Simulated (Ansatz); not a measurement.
# Does relaxation matter for the field gradients of Ge₃N₄?

Start: a Materials Project structure (computed, not necessarily an observed phase).

```cif
data_Ge3N4
_symmetry_space_group_name_H-M 'P6_3/m'
_symmetry_Int_Tables_number 176
_cell_length_a 8.0509
_cell_length_b 8.0509
_cell_length_c 3.0835
_cell_angle_alpha 90.000
_cell_angle_beta 90.000
_cell_angle_gamma 120.000
loop_
_atom_site_label
_atom_site_type_symbol
_atom_site_symmetry_multiplicity
_atom_site_Wyckoff_symbol
_atom_site_fract_x
_atom_site_fract_y
_atom_site_fract_z
Ge Ge 6 h 0.8291 0.2355 0.7500
N7 N 2 c 0.6667 0.3333 0.7500
N9 N 6 h 0.6696 0.9727 0.7500
```

One atom of each set is listed.

The numbers come from a DFT calculation in Ansatz (PBE, plane waves and PAW (field gradients read without the response of the frozen cores, which leaves them typically 4 to 6 % off), scalar-relativistic, 420 eV cutoff, Γ-centred 4×4×9 k-points, Fermi–Dirac smearing 0.02 eV).

The largest force at the start is 0.061 eV/Å. Relaxing the ions at fixed cell moves them by 0.019 Å at most (atom 4, Ge) and 0.017 Å rms. End positions:

Ge (0.8314, 0.2379, 0.7500)
N7 (0.6667, 0.3333, 0.7500)
N9 (0.6702, 0.9751, 0.7500)

```json
{"site": "Ge", "moved (Å)": "0.019", "first shell before": "4 N at 1.83–1.85 Å", "first shell after": "4 N at 1.84–1.85 Å", "V_zz before (10²¹ V/m²)": "2.39", "η before": "0.41"}
{"site": "N7", "moved (Å)": "0.000", "first shell before": "3 Ge at 1.83 Å", "first shell after": "3 Ge at 1.84 Å", "V_zz before (10²¹ V/m²)": "-8.29", "η before": "0.00"}
{"site": "N9", "moved (Å)": "0.017", "first shell before": "3 Ge at 1.84–1.85 Å", "first shell after": "3 Ge at 1.84–1.85 Å", "V_zz before (10²¹ V/m²)": "-8.35", "η before": "0.06"}
```

Q: How do the gradients change?

A: 

```
site  V_zz after  η after  change of V_zz
  Ge        2.51     0.36           +0.12
  N7       -8.25     0.00           +0.04
  N9       -8.33     0.07           +0.02
```

The largest change of V_zz is on Ge, from 2.39 to 2.51. In per cent, |V_zz| changes by +5 on Ge, 0 on N (all sites that start above 0.5).

Before: At this cell the PBE pressure is 6 GPa, so with PBE the cell would grow if it were relaxed. The entry's cell may itself be off.
After: At this cell the PBE pressure is 5 GPa, so with PBE the cell would grow if it were relaxed. The entry's cell may itself be off.
